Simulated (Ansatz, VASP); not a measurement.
BaS: VASP beside Ansatz

Contents of INCAR:

```
  PREC = Accurate
  ENCUT = 520
  EDIFF = 1E-6
  ISMEAR = 0
  SIGMA = 0.01
  LREAL = False
  LASPH = True
  NELM = 80
  ALGO = Normal
  ISIF = 2
  LWAVE = False
  LCHARG = False
  GGA = PE
  NBANDS = 15
```

File KPOINTS:

```
Automatic mesh
0
Gamma
  4 4 4
```

Contents of POSCAR:

```
BaS
1.0
    0.0000000000      3.1884181871      3.1884181871
    3.1884181871      0.0000000000      3.1884181871
    3.1884181871      3.1884181871      0.0000000000
Ba S
1 1
Direct
    0.9824600000      0.0176200000      0.0263800000
    0.4703200000      0.4911500000      0.5464300000
```

Input for Ansatz:

```yaml
crystal:
  lattice:
    - [0.0, 3.188418187079977, 3.188418187079977]
    - [3.188418187079977, 0.0, 3.188418187079977]
    - [3.188418187079977, 3.188418187079977, 0.0]
  atoms:
    - { symbol: Ba, position: [0.98246, 0.01762, 0.02638] }
    - { symbol: S, position: [0.47032, 0.49115, 0.54643] }
basis:
  ecutwfc: 540.0
  xc_grid: 2
kpoints:
  mp_grid:
    grid: [4, 4, 4]
hamiltonian:
  xc: pbe
scf:
  convergence:
    dr2_threshold: 1.0e-09
  occupations:
    method: fixed
output:
  forces: true
  stress: true
```

Alike in both runs: task single point; functional PBE; k mesh 4 × 4 × 4; no spin polarisation.

```csv
,VASP,Ansatz
version,VASP 6.6.1,Ansatz 0.2.0
potentials or method,"VASP PAW PBE potentials, release 64 (Ba_sv, S)","plane waves, PAW"
plane-wave cutoff (eV),520,540
occupations,"gaussian, width 0.01 eV",fixed
valence electrons in the cell,16,16
```

VASP gave:

| Property | Result |
| --- | --- |
| pressure (GPa) | 1.9 |
| largest component of the traceless stress (GPa) | 0.47 |
| rms of the force components (eV/Å) | 0.161 |

Q: What did Ansatz give for the same quantities?

A: Pressure (GPa): 1.3; largest component of the traceless stress (GPa): 0.43; rms of the force components (eV/Å): 0.148.

Atom by atom the forces differ by 0.013 eV/Å (rms over components). Ansatz warned: «stress_scf_threshold_loose».

Caveats: the k mesh is coarse (spacing up to 0.43 Å⁻¹), so the values aren't converged. A k mesh can miss the band edges.
